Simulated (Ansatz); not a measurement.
Take a crystal in which Te has been replaced by O on all its sites, with the cell rescaled by a rough guess (in some cases also distorted within its space group) and nothing relaxed:

```
Sr O
1.0
     3.58104    0.00000    0.00000
     0.00000    3.58104    0.00000
     0.00000    0.00000    3.58104
Sr O
1 1
Direct
  0.00000 0.00000 0.00000
  0.50000 0.50000 0.50000
```

All numbers below come from DFT PBEsol, scalar-relativistic, plane waves, PAW in Ansatz.

Plane waves to 420 eV, a k mesh through Γ of 8×8×8 on the computed 2-atom cell and Gaussian smearing (0.02 eV); no spin polarisation.

(1) What pressure does the cell carry?

(2) Is it a metal on this mesh?

(3) What is its energy against the elements in their standard states?

Results:

(1) The pressure is -16.5 GPa (positive in compression), so the cell would contract.

(2) No: the gap is 1.26 eV, the least direct gap 1.43 eV.

(3) -1.791 eV/atom at this unrelaxed geometry, with the elements in the same functional.

This CsCl-type form isn't the usual stable structure of the compound.